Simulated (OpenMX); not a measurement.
Runs of OpenMX 3.8.5 on Zr. The structure is hexagonal, space group P6_3/mmc (No. 194). The conventional cell has a = 3.232 Å, b = 3.232 Å, c = 5.147 Å, α = 90.00°, β = 90.00°, γ = 120.00°. Zr (site symmetry -6m2) has 12 Zr at 3.18 to 3.23 Å as nearest neighbours. 

```csv
task,level,potentials or basis,spin,k mesh,SCF threshold,max SCF cycles,"grid points, held for all volumes",pressure (GPa),V0 of scaled cells (Å³/atom),B0 (GPa),largest force (eV/Å)
band structure,PBE,"OpenMX 2013 PBE set, Zr7.0-s3p2d2, grid cutoff 400 Ry",off,9 × 9 × 5,1e-08 Ha,100,-,(b),-,-,0.01
band structure,PBE,"OpenMX 2013 PBE set, Zr7.0-s3p2d2f1, grid cutoff 400 Ry",off,9 × 9 × 5,1e-08 Ha,100,-,0.7,-,-,0.01
equation of state,PBE,"OpenMX 2013 PBE set, Zr7.0-s3p2d2, fixed grid of 35 × 35 × 63 points",off,9 × 9 × 5,1e-08 Ha,-,35 × 35 × 63,-,23.60,99,-
band structure,LDA,"OpenMX 2013 LDA set, Zr7.0-s3p2d2, grid cutoff 400 Ry",off,9 × 9 × 5,1e-08 Ha,100,-,-5.1,-,-,0.01
equation of state,PBE,"OpenMX 2013 PBE set, Zr7.0-s3p2d2f1, fixed grid of 35 × 35 × 63 points",off,9 × 9 × 5,1e-08 Ha,-,35 × 35 × 63,-,23.44,98,-
equation of state,PBE,"OpenMX 2013 PBE set, Zr7.0-s3p2d2, fixed grid of 32 × 32 × 56 points",off,9 × 9 × 5,1e-08 Ha,-,32 × 32 × 56,-,23.61,99,-
band structure,PBE,"OpenMX 2013 PBE set, Zr7.0-s3p2d2, grid cutoff 400 Ry","non-collinear, zero start, SOC",7 × 7 × 5,1e-07 Ha,100,-,-,-,-,0.01
equation of state,LDA,"OpenMX 2013 LDA set, Zr7.0-s3p2d2, fixed grid of 35 × 35 × 63 points",off,9 × 9 × 5,1e-08 Ha,-,35 × 35 × 63,-,22.14,(a),-
```

Alike in all rows: cell as given; smearing fermi-dirac 0.05 eV.

Question: Fill in the values left out.

Answer: (a) 110; (b) 1.4.

Caveats: the basis of atomic orbitals isn't converged, which shifts pressures, moduli and gaps; volumes in these bases differ from converged ones by about 1 %, for some elements by several (some runs); the cell was scaled at fixed shape and fractional positions, which overstates the stiffness of a crystal with free parameters, most of all of layers and chains (some runs); total energies with and without spin-orbit coupling shouldn't be compared in this program (some runs).

Not every run made on this cell is shown here.
